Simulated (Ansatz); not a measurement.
Input and output for CoSi (begun as wurtzite type, now flat h-MgO): DFT, LDA, all-electron LAPW, scalar-relativistic (Ansatz 0.2.0). This run: single point at the cell that PAW relaxed from the wurtzite type at 100 GPa.

The cell comes from a relaxation on PAW files under the same functional, begun from a prototype that needn't be the stable phase.

Command: `ansatz run input.yaml --threads 2 --pin off --max-ram 7168MiB --backend cpu --events-out ev --progress --plain --runs-dir out` It took 63 s on 2 threads of Arm Neoverse V2, with other jobs on the host, peak memory 1 GiB.

```yaml
crystal:
  lattice:
    - [3.4031338971, 0.0, 0.0]
    - [-1.7015669486, 2.9472004074, 0.0]
    - [0.0, 0.0, 4.0059387857]
  atoms:
    - { symbol: Co, position: [0.3333333333, 0.6666666667, -0.0620013721], spin: 1.7 }
    - { symbol: Co, position: [0.6666666667, 0.3333333333, 0.4379986279], spin: 1.7 }
    - { symbol: Si, position: [0.3333333333, 0.6666666667, 0.4380013721] }
    - { symbol: Si, position: [0.6666666667, 0.3333333333, 0.9380013721] }
magnetization:
  spin_polarized: true
kpoints:
  mp_grid: { grid: [11, 11, 6] }
scf:
  occupations: { method: fermi_dirac, width: 0.08 }
hamiltonian:
  xc: lda
  pseudopotentials: { kind: all_electron, lapw: { basis_error: 0.0005 } }
output:
  forces: true
  stress: true
  eigenvalues: true
  populations: true
```

Output:

```
Warning: the atoms were moved onto the symmetric positions of the space group found under crystal.symmetry.tolerance 1.0e-5 (fractional; no operation is sought that the atoms, as they stand in a round, miss by more than twice it, and no atom is moved by as much as it), and the run uses the moved positions. Before a round's move an operation carried an atom to 1.10e-5 Å from where it should land, the largest such distance. Atom 0 (counting from 0) moved farthest, by 5.50e-6 Å; the longest move in fractions of the cell, of whichever atom, is 0.13 of the tolerance, in 1 round. To run the atoms as typed, lower crystal.symmetry.tolerance until the operations that they miss are no longer found, or set crystal.symmetry.detect: false (a key that needs symmetry detection or time reversal refuses this as the deck is read). The positions used, in the order of the run's atom list: position: [0.3333333333333333, 0.6666666666666666, -0.061999999999999986]; position: [0.6666666666666666, 0.3333333333333333, 0.438]; position: [0.3333333333333333, 0.6666666666666666, 0.438]; position: [0.6666666666666666, 0.3333333333333333, 0.9380000000000001]; The lattice was moved too: crystal.lattice keeps the space group found at crystal.symmetry.tolerance 1.0e-5 only nearly: the operation that it misses by the most changes a squared length by the fraction 3.55e-11. The run uses the lattice that is a stretch of the typed one, with no rotation, onto the one that keeps every operation to a double's rounding (on a very oblique basis the stretch itself rounds by more); the deck's lattice vector that moved farthest moved by 3.41e-11 Å. To run the lattice as typed, set crystal.symmetry.detect: false, as for the atoms. crystal.lattice made exact, in Å and degrees: [[3.4031338971181646, 2.8867602830931675e-11, 0.0], [-1.7015669485840823, 2.9472004073698352, 0.0], [0.0, 0.0, 4.0059387857]]. Pasted over the deck's crystal.lattice, beside positions in fractional coordinates, it runs the same cell (given as lengths and angles, that cell in the form's own orientation, a rigid turn of the misfit's size from the one run here, for which a checkpoint.post_process_only pass over this run's state can be refused: where this run relaxes nothing, give such a pass this deck's own crystal.lattice, as typed; behind a relaxation, as crystal.lattice, the state's own cell, identity.cell in its checkpoint.json), and a matrix so pasted ends this notice, except on a very skew basis of the lattice, where the rounding of the pasted numbers themselves can read as a misfit: the cell is then moved again, and that move is told again. The lattice as run is in this notice's lattice.as_run_ang field (Run.prep()["deck_notices"] in Python, the deck_notice line of an events file, deck_notices of ansatz run --dry-run=json, or deck_notices in record.json in the deck's checkpoint.write directory).
Co: projections on atomic orbitals take those of the free atom 1s2 2s2 2p6 3s2 3p6 3d7 4s2, of charge +0.00 (hamiltonian.pseudopotentials.projection_atoms)
Si: projections on atomic orbitals take those of the free atom 1s2 2s2 2p6 3s2 3p2, of charge +0.00 (hamiltonian.pseudopotentials.projection_atoms)
LAPW: plane waves up to 11.286 Å⁻¹, error target 5.0e-4 eV per atom; small_component_spin mean_spin; Si in spheres of 0.912 Å, 12 of its electrons in bands, Dirac shells []; Co in spheres of 1.053 Å, 17 of its electrons in bands, Dirac shells [] (how accurate: hamiltonian.pseudopotentials.lapw.basis_error, Limitations)
Engine: ansatz 0.2.0
Pseudopotentials: kind: all_electron
Pseudopotential: Co, LAPW, valence charge 17, lapw/all_electron/scalar/gaussian/Co, Koelling and Harmon's equation, gaussian nucleus
Pseudopotential: Si, LAPW, valence charge 12, lapw/all_electron/scalar/gaussian/Si, Koelling and Harmon's equation, gaussian nucleus
Functional definition: SPW92
  exchange = slater_x
  correlation = pw_c
Crystal: 4 atoms, lattice volume = 40.178 Å³
Basis set: ecut = 485.28081875825626 eV, 987 PW (Γ), exchange–correlation at level 2
Bands: 37, of which v1, the nominal top of the filled ones, is band 29 counted from 1 (28 counted from 0)
Symmetry: 24 space group operations
Space group: P63/mmc (ITA 194), of the structure as read, at distance tolerance 3.4e-5 Å
Magnetic group: BNS 194.263 (UNI 1493), of the structure as read, at distance tolerance 3.4e-5 Å
k-points: 64 of 726
Non-local potential: Co, projectors of the file, none
Non-local potential: Si, projectors of the file, none
Initial density: superposition of atomic densities (chi_scale 0.1, normalization cell)
Starting moments: Σ|m| = 3.4 μB on 2 of 4 sites
Initial wavefunctions: plane waves of lowest kinetic energy (no species holds an atomic orbital)
Functional: x = slater, c = lda
iter 1 solved again at ethr=4.73e-3 eV; its pass at ethr=1.00e-1 eV (dr2=2.75e0 eV) is discarded
SCF iter   1: F=—  HF=-91436.653144 eV  |F-HF|=—  |Δ(HF+E_count)|=         —  Δρ=9.45e-2 (↑5.11e-2 ↓9.45e-2)  dr2=2.75e0  dr2_m=1.66e0  M=0.413 μB ∫|m|=0.441 μB  β_m=0.30  ethr=4.73e-3  ⟨swp⟩=2.0  Hψ=31568  notcnv=0
Mixer restart at iter 1: flushing history
preconditioner: auto → Kerker (q_TF=auto, 2.900 Å⁻¹)  [metal: Δε(μ)=0.065 eV  Ē_g=10.527 eV  σ=0.080 eV  W_gap=0.20  n_scr=20 (ndim 8)  ℏωp=29.9 eV  f_vac=0.000  D(μ)=1.83/eV (n_scr^D=20)]
spin=Collinear: Kerker preconditioning applied to the charge; magnetization (m = ρ↑ − ρ↓) channel mixes plain (no charge-response kernel on spin).
SCF iter   2: F=—  HF=-91436.176189 eV  |F-HF|=—  |Δ(HF+E_count)|=   4.77e-1  Δρ=6.61e-2 (↑4.11e-2 ↓6.61e-2)  dr2=1.45e0  dr2_m=8.84e-1  M=0.328 μB ∫|m|=0.359 μB  β_m=0.65  ethr=4.73e-3  ⟨swp⟩=2.0  Hψ=13825  notcnv=0  defer=1
SCF iter   3: F=—  HF=-91436.332893 eV  |F-HF|=—  |Δ(HF+E_count)|=   1.57e-1  Δρ=3.41e-2 (↑2.14e-2 ↓3.41e-2)  dr2=1.46e0  dr2_m=2.12e-2  M=0.064 μB ∫|m|=0.077 μB  β_m=0.49  ethr=2.50e-3  ⟨swp⟩=2.8  Hψ=14102  notcnv=0
iter 4 solved again at ethr=1.80e-4 eV; its pass at ethr=2.50e-3 eV (dr2=1.04e-1 eV) is discarded
SCF iter   4: F=—  HF=-91435.301469 eV  |F-HF|=—  |Δ(HF+E_count)|=    1.03e0  Δρ=6.19e-3 (↑6.19e-3 ↓5.98e-3)  dr2=1.04e-1  dr2_m=1.05e-4  M=0.017 μB ∫|m|=0.031 μB  β_m=0.75  ethr=1.80e-4  ⟨swp⟩=2.0  Hψ=23859  notcnv=0
SCF iter   5: F=—  HF=-91435.281686 eV  |F-HF|=—  |Δ(HF+E_count)|=         —  Δρ=3.29e-3 (↑3.29e-3 ↓3.06e-3)  dr2=2.82e-2  dr2_m=4.55e-5  M=0.001 μB ∫|m|=0.006 μB  β_m=0.87  ethr=1.80e-4  ⟨swp⟩=2.0  Hψ=12978  notcnv=0
the basis was enlarged: its passes take 622.0 KiB over the memory plan, 2 of 2 planned eigensolver slots
SCF iter   6: F=—  HF=-91435.273870 eV  |F-HF|=—  |Δ(HF+E_count)|=   7.82e-3  Δρ=1.05e-3 (↑1.05e-3 ↓8.27e-4)  dr2=2.06e-3  dr2_m=1.09e-5  M=-0.003 μB ∫|m|=0.004 μB  β_m=0.94  ethr=4.86e-5  ⟨swp⟩=2.0  Hψ=13510  notcnv=0
SCF iter   7: F=—  HF=-91435.273151 eV  |F-HF|=—  |Δ(HF+E_count)|=   7.18e-4  Δρ=1.51e-4 (↑1.51e-4 ↓1.23e-4)  dr2=3.00e-5  dr2_m=5.50e-7  M=-0.000 μB ∫|m|=0.001 μB  β_m=0.94  ethr=3.55e-6  ⟨swp⟩=2.2  Hψ=12888  notcnv=0
SCF iter   8: F=—  HF=-91435.273148 eV  |F-HF|=—  |Δ(HF+E_count)|=   3.90e-6  Δρ=4.07e-5 (↑3.95e-5 ↓4.07e-5)  dr2=2.85e-6  dr2_m=2.90e-9  M=0.000 μB ∫|m|=0.000 μB  β_m=0.90  ethr=5.17e-8  ⟨swp⟩=3.0  Hψ=13419  notcnv=0
SCF iter   9: F=—  HF=-91435.273146 eV  |F-HF|=—  |Δ(HF+E_count)|=   1.08e-6  Δρ=1.52e-5 (↑1.52e-5 ↓1.20e-5)  dr2=3.44e-7  dr2_m=2.11e-9  M=0.000 μB ∫|m|=0.000 μB  β_m=0.95  ethr=4.92e-9  ⟨swp⟩=2.0  Hψ=12856  notcnv=0
[... lines left out ...]
Free energy (F): -91435.273146 eV
Harris-Foulkes:  -91435.273146 eV  (|F-HF|=4.37e-11)
Internal energy: -91435.224658 eV  (E = F + TS)
E sigma→0 (E₀):  -91435.248902 eV
Entropy (-TS):   -0.048488 eV (-12.122 meV/atom)
Fermi energy:    19.151716 eV
--- Per-component energies (eV) ---
  E_band       = -1691.382770
  E_kinetic    = 92631.288070
  E_xc         = -4222.745342
  E_electrostatic = -179843.767387  (all electrons and nuclei)
  E_smearing   = -0.048488  (= −TS)
  E_closure    = 0.000000  (closes the sum)
  E_atoms      = -91408.149402  (free atoms, spherical and without spin; not in F)
  Σ components = -91435.273146   (vs F -91435.273146, Δ=0.00e0)
  Basis errors (estimates in eV, not in F): energy 2.1e-4 per atom: plane waves 1.9e-4 (1.1e-4 summed), levels above the bands 1.8e-47, relativity 2.0e-8, radial functions 2.2e-5, core shells 1.7e-7; eigenvalues (radial functions only) 7.1e-7; not estimated: angular momenta, meshes, grids; target (lapw.basis_error) 5.0e-4; muffin-tin radii Si 0.912 Å, Co 1.053 Å
--- Forces (eV/Å), atoms counted from 1 ---
  atom   1  Co     0.00000000     0.00000000    -0.00000000
  atom   2  Co    -0.00000000    -0.00000000     0.00000000
  atom   3  Si     0.00000000    -0.00000000    -0.00000000
  atom   4  Si    -0.00000000     0.00000000     0.00000000
  max |Σ_I F_I| component: 1.85e-17 eV/Å
--- Stress (GPa, compression-positive) ---
      100.043930      -0.000000      -0.000000
       -0.000000     100.043930      -0.000000
        0.000000      -0.000000      99.862876
  P = ⅓ Tr σ = 99.9836 GPa (999.836 kbar)
--- Band table (eV; the first three rows and the last of 128) ---
  k-point 0 ↑: bands = ["-113.6497", "-113.6487", "-75.3260", "-75.3127", "-70.4825", "-70.4767", "-70.4746", "-70.4746", "-70.4722", "-70.4722", "-39.3547", "-39.2678", "-39.0941", "-39.0941", "-39.0596", "-39.0596", "5.2470", "11.0679", "13.7094", "14.6476", "14.6476", "14.8406", "14.8406", "15.3728", "15.3728", "15.8982", "17.4573", "17.4573", "20.4200", "22.3786", "22.3786", "25.7010", "25.7010", "26.1547", "27.2930", "28.0872", "28.7789"]
  k-point 1 ↑: bands = ["-113.6496", "-113.6487", "-75.3257", "-75.3142", "-70.4813", "-70.4762", "-70.4745", "-70.4745", "-70.4724", "-70.4724", "-39.3503", "-39.2751", "-39.0918", "-39.0918", "-39.0620", "-39.0620", "5.5201", "10.5318", "13.5637", "14.5053", "14.5053", "14.5201", "14.5201", "15.7100", "15.8791", "15.8791", "17.5479", "17.5479", "21.7105", "22.5389", "22.5389", "25.6786", "25.6786", "25.9266", "27.0920", "27.8964", "27.8964"]
  k-point 2 ↑: bands = ["-113.6494", "-113.6489", "-75.3244", "-75.3177", "-70.4784", "-70.4755", "-70.4740", "-70.4740", "-70.4728", "-70.4728", "-39.3373", "-39.2938", "-39.0855", "-39.0855", "-39.0683", "-39.0683", "6.3190", "9.1240", "13.8054", "14.2118", "14.2118", "14.2834", "14.2834", "15.1808", "16.6290", "16.6290", "17.5835", "17.5835", "23.0926", "23.0926", "24.6171", "25.2318", "25.2318", "25.7771", "26.5865", "27.0324", "27.0324"]
  k-point 63 ↓: bands = ["-113.6491", "-113.6491", "-75.3251", "-75.3251", "-70.4764", "-70.4764", "-70.4738", "-70.4738", "-70.4682", "-70.4682", "-39.3219", "-39.3219", "-39.0810", "-39.0810", "-39.0790", "-39.0790", "10.7087", "10.7087", "11.9814", "11.9814", "13.5328", "13.5328", "15.3633", "15.3633", "16.0514", "16.0514", "17.8620", "17.8620", "18.8340", "18.8340", "19.3632", "19.3632", "28.1660", "28.1660", "30.0400", "30.0400", "31.1625"]
--- Löwdin populations: 4 sites ---
  site symbol       q [e]    m [muB]
     0     Co     26.7780    -0.0000
     1     Co     26.7780    -0.0000
     2     Si     13.9925    -0.0000
     3     Si     13.9925    -0.0000
  spilling = 0.005595 (of n_electrons = 82.000000)
```

populations.tsv:

```
# site	symbol	l	j	q_up	q_dn
# orbitals = lowdin
# n_electrons = 82.000000
# spilling = 0.005595
# projection_atom_Co: 1s2 2s2 2p6 3s2 3p6 3d7 4s2
# projection_atom_Si: 1s2 2s2 2p6 3s2 3p2
0	Co	0_1S	-	0.999966	0.999966
0	Co	0_2S	-	0.998225	0.998225
0	Co	0_3S	-	0.962066	0.962066
0	Co	0_4S	-	0.267776	0.267776
0	Co	1_2P	-	2.999972	2.999972
0	Co	1_3P	-	2.989212	2.989212
0	Co	2_3D	-	4.171801	4.171801
1	Co	0_1S	-	0.999966	0.999966
1	Co	0_2S	-	0.998225	0.998225
1	Co	0_3S	-	0.962066	0.962066
1	Co	0_4S	-	0.267776	0.267776
1	Co	1_2P	-	2.999972	2.999972
1	Co	1_3P	-	2.989212	2.989212
1	Co	2_3D	-	4.171801	4.171801
2	Si	0_1S	-	0.999849	0.999849
2	Si	0_2S	-	0.989705	0.989705
2	Si	0_3S	-	0.620082	0.620082
2	Si	1_2P	-	2.997603	2.997603
2	Si	1_3P	-	1.389036	1.389036
3	Si	0_1S	-	0.999849	0.999849
3	Si	0_2S	-	0.989705	0.989705
3	Si	0_3S	-	0.620082	0.620082
3	Si	1_2P	-	2.997603	2.997603
3	Si	1_3P	-	1.389036	1.389036
```

The start moments died away, and the runs ended non-magnetic.
